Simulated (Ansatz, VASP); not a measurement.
Two plane-wave programs on Sn

The input INCAR:

```
SYSTEM = Sn
PREC = Accurate ; ENCUT = 600
EDIFF = 1E-6 ; ISMEAR = -1
SIGMA = 0.05 ; LREAL = .False.
LASPH = .True. ; NELM = 80
ALGO = Normal ; ISIF = 3
LWAVE = .False. ; LCHARG = .False.
GGA = PE ; IVDW = 13
IBRION = 2 ; NSW = 60
EDIFFG = -0.01
```

The input KPOINTS:

```
regular mesh
0
Gamma
  10 10 10
  0 0 0
```

POSCAR

```
Sn
1.0
   -1.8946518192      1.8946518192      1.8946518192
    1.8946518192     -1.8946518192      1.8946518192
    1.8946518192      1.8946518192     -1.8946518192
Sn
1
Direct
    0.0000000000      0.0000000000      0.0000000000
```

File input.yaml:

```yaml
crystal:
  lattice:
    - [-1.8946518192, 1.8946518192, 1.8946518192]
    - [1.8946518192, -1.8946518192, 1.8946518192]
    - [1.8946518192, 1.8946518192, -1.8946518192]
  atoms:
    - { symbol: Sn, position: [0.0, 0.0, 0.0] }
hamiltonian:
  xc: pbe
  pseudopotentials: { kind: paw }
  dispersion: d4
kpoints:
  mp_grid: { grid: [10, 10, 10] }
scf:
  occupations: { method: fermi_dirac, width: 0.05 }
output:
  forces: true
  stress: true
  eigenvalues: true
relax:
  f_tol: 0.01
  max_steps: 40
  cell: { stress_tol: 0.05 }
```

This isn't the form of Sn at room conditions, which is tetragonal (white tin).

Alike in both runs: task relaxation of cell and atoms; functional PBE; dispersion D4; k mesh 10 × 10 × 10; occupations fermi-dirac, width 0.05 eV; no spin polarisation.

|  | VASP | Ansatz |
| --- | --- | --- |
| version | VASP 6.6.1 | Ansatz 0.2.0 |
| potentials or method | VASP PAW PBE potentials, release 64 (Sn_d) | Ansatz PAW |
| plane-wave cutoff (eV) | 600 | 420 |
| valence electrons in the cell | 14 | 14 |

|  | VASP | Ansatz | Ansatz less VASP |
| --- | --- | --- | --- |
| gap on the k mesh at the Fermi level, each at its own relaxed structure (eV) | none | none | - |
| relaxed volume (Å³/atom) | 26.23 | 26.23 | -0.002 |
| relaxed cell length with the largest relative difference (Å) | 3.242 | 3.242 | -0.0001 |
| energy change over the relaxation (meV/atom) | -5 | -5 | 0.0 |

A gap of «none» marks a metal or a gap that the smearing closes.

Caveats: pairwise dispersion overbinds metals, which lowers pressure and volume; the plane-wave basis is chosen anew once the cell has moved, so the energies of steps on either side of that aren't comparable (Ansatz).
